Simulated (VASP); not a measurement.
Here is a VASP 6.6.1 calculation.

The input INCAR:

```
SYSTEM = ZnGe2N2
PREC = Normal
ENCUT = 520
EDIFF = 1E-4
ISMEAR = 0
SIGMA = 0.15
LREAL = .False.
LASPH = .True.
NELM = 60
ALGO = Fast
ISIF = 3
LWAVE = .False.
LCHARG = .False.
GGA = PE
IBRION = 2
NSW = 24
EDIFFG = -0.08
KPAR = 2
```

KPOINTS

```
regular mesh
0
Gamma
  5 5 2
  0 0 0
```

POSCAR

```
ZnGe2N2
1.0
    3.3000000000      0.0000000000      0.0000000000
   -1.6500000000      2.8578838300      0.0000000000
    0.0000000000      0.0000000000      7.5000000000
Zn Ge N
1 2 2
Direct
    0.0000000000      0.0000000000      0.0000000000
    0.6666666700      0.3333333300      0.2530000000
    0.3333333300      0.6666666700      0.7470000000
    0.3333333300      0.6666666700      0.1470000000
    0.6666666700      0.3333333300      0.8530000000
```

Potentials or basis: VASP PAW PBE potentials, release 64 (Zn, Ge_d, N).

Command:

```bash
$ cat potpaw_PBE.64/Zn/POTCAR potpaw_PBE.64/Ge_d/POTCAR potpaw_PBE.64/N/POTCAR > POTCAR
$ mpirun -np 2 vasp_std > vasp.out
```

Q: Predict the relaxed volume.

A: 14.28 Å³/atom.

Q: Predict the band gap on the k mesh.

A: 0.96 eV, indirect (least direct gap 1.56 eV).

Q: What does it give for the relaxed cell?

A: a = 3.051 Å, b = 3.051 Å, c = 8.861 Å, α = 90.00°, β = 90.00°, γ = 120.00°.

Step by step:
```csv
step,energy change (eV),largest force (eV/Å),pressure (GPa),volume (Å³)
1,0.0000,3.8464,16.32,70.73
2,-1.0118,0.8186,-11.61,86.41
3,-1.1635,0.7241,-6.84,81.97
4,-1.8897,1.0452,-8.17,78.97
5,-1.9947,1.3754,-8.76,77.65
6,-2.2444,0.6825,7.95,67.30
7,-2.3217,0.5975,1.54,70.42
8,-2.3501,0.1871,0.88,71.29
9,-2.3515,0.3151,0.47,71.73
10,-2.3519,0.2200,1.60,71.61
11,-2.3518,0.2841,-0.02,71.68
12,-2.3519,0.2398,-0.08,71.65
13,-2.3553,0.0334,-0.57,71.77
14,-2.3553,0.0803,-0.38,71.77
15,-2.3571,0.0773,-0.11,71.42
```

Caveat: the k mesh is coarse (spacing up to 0.44 Å⁻¹), so the values aren't converged; an odd mesh through Γ misses points on the zone boundary, where band edges often lie; the relaxation stopped at a loose force limit of 0.08 eV/Å, so its end isn't a converged minimum.
